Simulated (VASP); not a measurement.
# Br (Cmce) in VASP: further runs

Aim: see how the results for Br move with the level of theory and the settings. Levels: PBEsol, r2SCAN, PBE+D3(BJ). Tasks: band structure, equation of state.

Program: VASP 6.6.1. These are calculated values, not measurements. Logs are shortened: lines on timing, memory, paths and dates and some standing lists are left out, and cuts for length are marked.

### 1 The crystal as given

The structure is orthorhombic, space group Cmce (No. 64). The conventional cell has a = 6.726 Å, b = 4.645 Å, c = 8.702 Å, α = 90.00°, β = 90.00°, γ = 90.00°. Br (site symmetry m) has 1 Br at 2.29 Å as nearest neighbours.

### 2 Band structure, PBEsol

INCAR

```
SYSTEM = Br
ALGO = Fast
EDIFF = 1E-6
ENCUT = 520
GGA = PS
ISIF = 2
ISMEAR = 0
LASPH = .True.
LCHARG = .False.
LREAL = .False.
LWAVE = .False.
NELM = 80
PREC = Accurate
SIGMA = 0.02
```

KPOINTS

```
k-points
0
Gamma
  8 8 4
  0 0 0
```

POSCAR

```
Br
1.0
    3.3632500000     -2.3225500000      0.0000000000
    3.3632500000      2.3225500000      0.0000000000
    0.0000000000      0.0000000000      8.7023000000
Br
4
Direct
    0.3651000000      0.6349000000      0.3901000000
    0.1349000000      0.8651000000      0.8901000000
    0.6349000000      0.3651000000      0.6099000000
    0.8651000000      0.1349000000      0.1099000000
```

KPOINTS_OPT

```
path GXSRAZGYX1A1TY,ZT
20
line-mode
reciprocal
 0.0000000000  0.0000000000  0.0000000000  G
 0.3692207505 -0.3692207505  0.0000000000  X

 0.3692207505 -0.3692207505  0.0000000000  X
 0.0000000000 -0.5000000000  0.0000000000  S

 0.0000000000 -0.5000000000  0.0000000000  S
 0.0000000000 -0.5000000000 -0.5000000000  R

 0.0000000000 -0.5000000000 -0.5000000000  R
 0.3692207505 -0.3692207505 -0.5000000000  A

 0.3692207505 -0.3692207505 -0.5000000000  A
 0.0000000000  0.0000000000 -0.5000000000  Z

 0.0000000000  0.0000000000 -0.5000000000  Z
 0.0000000000  0.0000000000  0.0000000000  G

 0.0000000000  0.0000000000  0.0000000000  G
-0.5000000000 -0.5000000000  0.0000000000  Y

-0.5000000000 -0.5000000000  0.0000000000  Y
-0.3692207505 -0.6307792495  0.0000000000  X1

-0.3692207505 -0.6307792495  0.0000000000  X1
-0.3692207505 -0.6307792495 -0.5000000000  A1

-0.3692207505 -0.6307792495 -0.5000000000  A1
-0.5000000000 -0.5000000000 -0.5000000000  T

-0.5000000000 -0.5000000000 -0.5000000000  T
-0.5000000000 -0.5000000000  0.0000000000  Y

 0.0000000000  0.0000000000 -0.5000000000  Z
-0.5000000000 -0.5000000000 -0.5000000000  T
```

Potentials or basis: VASP PAW PBE potentials, release 64 (Br).

Started as:

```console
> cat potpaw_PBE.64/Br/POTCAR > POTCAR
> mpirun -np 1 vasp_std > vasp.out
```

OUTCAR:

```text
SYSTEM = Br
   EDIFF = 1E-6
   ENCUT = 520
   GGA = PS
   ISIF = 2
   ISMEAR = 0
   LASPH = .True.
   LREAL = .False.
   NELM = 80
   PREC = Accurate

 ion  position               nearest neighbor table
   1  0.365  0.635  0.390-   3 2.29
   2  0.135  0.865  0.890-   4 2.29
   3  0.635  0.365  0.610-   1 2.29
   4  0.865  0.135  0.110-   2 2.29

  LATTYP: Found a base centered orthorhombic cell.
 ALAT       =     4.6451000000
 B/A-ratio  =     1.4480850789
 C/A-ratio  =     1.8734365245

  Lattice vectors:

 A1 = (  -3.3632500000,  -2.3225500000,   0.0000000000)
 A2 = (   3.3632500000,  -2.3225500000,   0.0000000000)
 A3 = (   0.0000000000,   0.0000000000,   8.7023000000)

Analysis of symmetry for initial positions (statically):
=====================================================================
 Subroutine PRICEL returns:
 Original cell was already a primitive cell.

 Routine SETGRP: Setting up the symmetry group for a
 base centered orthorhombic supercell.

 Subroutine GETGRP returns: Found  8 space group operations
 (whereof  4 operations were pure point group operations)
 out of a pool of  8 trial point group operations.

The static configuration has the point symmetry C_2h.
 The point group associated with its full space group is D_2h.

Analysis of symmetry for dynamics (positions and initial velocities):
=====================================================================
 Subroutine PRICEL returns:
 Original cell was already a primitive cell.

 Routine SETGRP: Setting up the symmetry group for a
 base centered orthorhombic supercell.

 Subroutine GETGRP returns: Found  8 space group operations
 (whereof  4 operations were pure point group operations)
 out of a pool of  8 trial point group operations.

The dynamic configuration has the point symmetry C_2h.
 The point group associated with its full space group is D_2h.

 Subroutine INISYM returns: Found  8 space group operations
 (whereof  4 operations are pure point group operations),
 and found     1 'primitive' translations

----------------------------------------------------------------------------------------

                                     Primitive cell

  volume of cell :     135.9528

[... 84 lines left out ...]
   ISTART =      0    job   : 0-new  1-cont  2-samecut
   ICHARG =      2    charge: 1-file 2-atom 10-const
   ISPIN  =      1    spin polarized calculation?
   LNONCOLLINEAR =      F non collinear calculations
   LSORBIT =      F    spin-orbit coupling
   LASPH  =      T    aspherical Exc in radial PAW
   ENCUT  =  520.0 eV  38.22 Ry    6.18 a.u.   7.60  7.60 16.18*2*pi/ulx,y,z
   NELM   =     80;   NELMIN=  2; NELMDL= -5     # of ELM steps
   EDIFF  = 0.1E-05   stopping-criterion for ELM
   LREAL  =      F    real-space projection
   EDIFFG = 0.1E-04   stopping-criterion for IOM
   NSW    =      0    number of steps for IOM
   IBRION =     -1    ionic relax: 0-MD 1-quasi-New 2-CG
   NFREE  =      0    steps in history (QN), initial steepest desc. (CG)
   ISIF   =      2    stress and relaxation
   ISYM   =      2    0-nonsym 1-usesym 2-fastsym
   POTIM  = 0.5000    time-step for ionic-motion
   TEBEG  =    0.0;   TEEND  =   0.0 temperature during run
   PSTRESS=    0.0 pullay stress
   NELECT =      28.0000    total number of electrons
   NUPDOWN=      -1.0000    fix difference up-down
   EMIN   =  10.00;   EMAX   =-10.00  energy-range for DOS
   EFERMI =   0.00;   METHOD = LEGACY
   ISMEAR =     0;   SIGMA  =   0.02  broadening in eV -4-tet -1-fermi 0-gaus
   EFERMI_NEDOS =   21; number of points for ismear=-14 and -15
   IALGO  =     68    algorithm
   IMIX   =      4    mixing-type and parameters
     AMIX     =   0.40;   BMIX     =  1.00
     AMIX_MAG =   1.60;   BMIX_MAG =  1.00
  volume/ion in A,a.u.               =      33.99       229.36
  Fermi-wavevector in a.u.,A,eV,Ry     =   0.966788  1.826965 12.717090  0.934680
  Thomas-Fermi vector in A             =   2.096619
   LORBIT       =      0    0 simple, 1 ext, 2 COOP (PROOUT), +10 PAW based schemes
   GGA     = PS    functional components
   LHFCALC =     F    Hartree Fock is set to
   AEXX    =    0.0000 exact exchange contribution
   IVDW    =     0    specifies the selected vdW correction
   LEPSILON=     F    determine dielectric tensor
   LRPA    =     F    only Hartree local field effects (RPA)
 non-spin polarized calculation
 RMM-DIIS sequential band-by-band and
 Gauss-broadening in eV      SIGMA  =   0.02
  energy-cutoff  :      520.00
  volume of cell :      135.95
 maximum number of plane-waves:      3697
   NGX = 15   NGY = 15   NGZ = 33

 number of electron      27.9999999 magnetization

 Free energy of the ion-electron system (eV)
  ---------------------------------------------------
  ext. energy  EPLUGINS =         0.00000000
  ---------------------------------------------------
  free energy    TOTEN  =        -7.15404838 eV

  energy without entropy =       -7.15404838  energy(sigma->0) =       -7.15404838

 E-fermi :  -0.3186     XC(G=0):  -8.0553

 val. band max:       -0.4079199159   @ k =   0.5000  -0.0000   0.5000
 cond. band min:       1.4031383468   @ k =   0.1250  -0.0000   0.0000
 fundamental gap:      1.8110582627
 Fermi energy:        -0.3186199720

 k-point     1 :       0.0000    0.0000    0.0000
  band No.  band energies     occupation
      1     -16.3721      2.00000
      2     -16.0559      2.00000
      3     -13.5354      2.00000
      4     -12.8613      2.00000
      5      -5.3790      2.00000
      6      -4.3688      2.00000
[... 481 lines left out ...]
      5      -5.2815      2.00000
      6      -4.7531      2.00000
[... 10 lines left out ...]
     17       6.4838      0.00000
     18       6.8038      0.00000

 [... further k-points ...]
[... 5 lines left out ...]
  --------------------------------------------------------------------------------------
  -------------------------------------------------------------------------------------
  Total        0.0350281     -0.3981405      0.7545159      0.0000000      0.0000000      0.0000000
  in kB        0.4127992     -4.6920072      8.8918207      0.0000000      0.0000000      0.0000000
  external PRESSURE =       1.5375376 kB  Pullay stress =       0.0000000 kB

 VOLUME and BASIS-vectors are now :
 -----------------------------------------------------------------------------
  energy-cutoff  :      520.00
  volume of cell :      135.95
      direct lattice vectors                 reciprocal lattice vectors
     3.363250000 -2.322550000  0.000000000     0.148665725 -0.215280618  0.000000000
     3.363250000  2.322550000  0.000000000     0.148665725  0.215280618  0.000000000
     0.000000000  0.000000000  8.702300000     0.000000000  0.000000000  0.114912150

 POSITION                                       TOTAL-FORCE (eV/Angst)
 -----------------------------------------------------------------------------------
      3.36325      0.62662      3.39477         0.000000      0.330958     -0.673075
      3.36325      1.69593      7.74592         0.000000     -0.330958     -0.673075
      3.36325     -0.62662      5.30753         0.000000     -0.330958      0.673075
      3.36325     -1.69593      0.95638         0.000000      0.330958      0.673075
 -----------------------------------------------------------------------------------
    total drift:                               -0.000000      0.000000      0.000000

  FREE ENERGIE OF THE ION-ELECTRON SYSTEM (eV)
  ---------------------------------------------------
  free  energy   TOTEN  =        -7.1540483798 eV

  energy  without entropy=       -7.1540483798  energy(sigma->0) =       -7.15404838
```

OSZICAR:

```text
N       E                     dE             d eps       ncg     rms          rms(c)
DAV:   1     0.188863087991E+03    0.18886E+03   -0.11526E+04  2268   0.129E+03
DAV:   2     0.693875541843E+01   -0.18192E+03   -0.17915E+03  3328   0.210E+02
[... 37 lines left out ...]
DAV:   7    -0.107644353591E+05   -0.12213E-04     2534
DAV:   8    -0.107644353594E+05   -0.34423E-06     1638
       N       E                     dE             ncg
DAV:   1     0.120875995355E+05   -0.36831E+05     1836
DAV:   2     0.309862919213E+04   -0.89890E+04     2716
DAV:   3     0.238255810534E+04   -0.71607E+03     2044
DAV:   4     0.237397023627E+04   -0.85879E+01     2388
DAV:   5     0.237391713159E+04   -0.53105E-01     2016
DAV:   6     0.237391630784E+04   -0.82375E-03     2386
DAV:   7     0.237391629265E+04   -0.15187E-04     1972
DAV:   8     0.237391629240E+04   -0.25255E-06     1240
```

stdout:

```text
POSCAR found type information on POSCAR Br
 POSCAR found :  1 types and       4 ions
 scaLAPACK will be used
 -----------------------------------------------------------------------------
|                                                                             |
|                                                                             |
|     You enforced a specific xc type in the INCAR file but a different       |
|     I HOPE YOU KNOW WHAT YOU ARE DOING!                                     |
|                                                                             |
 -----------------------------------------------------------------------------

 LDA part: xc-table for (Slater+PW92), standard interpolation
 POSCAR, INCAR and KPOINTS ok, starting setup
 FFT: planning ... GRIDC
 FFT: planning ... GRID_SOFT
 FFT: planning ... GRID
 WAVECAR not read
 entering main loop
 Start KPOINTS_OPT (optional k-point list driver)
k-point batch [1-63\240]
k-point batch [64-126\240]
k-point batch [127-189\240]
k-point batch [190-240\240]
```

Wall time 3.8 min (1 thread of Intel Xeon Platinum 8488C (Sapphire Rapids), shared host); peak memory 0.38 GiB.

Results:

* Free energy: -7.1540 eV
* Pressure: 0.2 GPa
* Largest force: 0.750 eV/Å
* Band gap on the k mesh: 1.81 eV, indirect (least direct gap 1.86 eV)
* Band gap along the path: 1.79 eV, indirect (least direct gap 1.84 eV)

Forces in eV/Å, atoms in the order of the input:
```
Br   0.000  0.331 -0.673
Br   0.000 -0.331 -0.673
Br   0.000 -0.331  0.673
Br   0.000  0.331  0.673
```

Stress tensor (GPa, compression positive):
```
 0.04  0.00  0.00
 0.00 -0.47  0.00
 0.00  0.00  0.89
```

Levels at the corners of the path, in eV from the valence-band top:
| point | band 12 | band 13 | band 14 | band 15 | band 16 | band 17 |
| --- | --- | --- | --- | --- | --- | --- |
| Γ | -0.37 | -0.08 | -0.04 | 1.82 | 2.58 | 5.77 |
| X | -0.89 | -0.34 | -0.03 | 2.04 | 2.30 | 7.71 |
| X | -0.89 | -0.34 | -0.03 | 2.04 | 2.30 | 7.71 |
| S | -0.84 | -0.25 | -0.25 | 2.49 | 2.49 | 6.98 |
| S | -0.84 | -0.25 | -0.25 | 2.49 | 2.49 | 6.98 |
| R | -0.54 | 0.00 | 0.00 | 2.21 | 2.21 | 7.30 |
| R | -0.54 | 0.00 | 0.00 | 2.21 | 2.21 | 7.30 |
| A | -0.55 | -0.50 | -0.50 | 2.16 | 2.16 | 8.25 |
| A | -0.55 | -0.50 | -0.50 | 2.16 | 2.16 | 8.25 |
| Z | -0.84 | -0.06 | -0.06 | 2.04 | 2.04 | 6.50 |
| Z | -0.84 | -0.06 | -0.06 | 2.04 | 2.04 | 6.50 |
| Γ | -0.37 | -0.08 | -0.04 | 1.82 | 2.58 | 5.77 |
| Γ | -0.37 | -0.08 | -0.04 | 1.82 | 2.58 | 5.77 |
| Y | -1.18 | -0.41 | -0.02 | 1.87 | 2.26 | 7.15 |
| Y | -1.18 | -0.41 | -0.02 | 1.87 | 2.26 | 7.15 |
| X1 | -0.89 | -0.34 | -0.03 | 2.04 | 2.30 | 7.71 |
| X1 | -0.89 | -0.34 | -0.03 | 2.04 | 2.30 | 7.71 |
| A1 | -0.55 | -0.50 | -0.50 | 2.16 | 2.16 | 8.25 |
| A1 | -0.55 | -0.50 | -0.50 | 2.16 | 2.16 | 8.25 |
| T | -0.94 | -0.64 | -0.64 | 1.94 | 1.94 | 7.86 |
| T | -0.94 | -0.64 | -0.64 | 1.94 | 1.94 | 7.86 |
| Y | -1.18 | -0.41 | -0.02 | 1.87 | 2.26 | 7.15 |
| Z | -0.84 | -0.06 | -0.06 | 2.04 | 2.04 | 6.50 |
| T | -0.94 | -0.64 | -0.64 | 1.94 | 1.94 | 7.86 |

Caveat: the PAW data sets were made with another functional, which shifts forces and pressure a little.

(Part 1 of 2 ends here.)
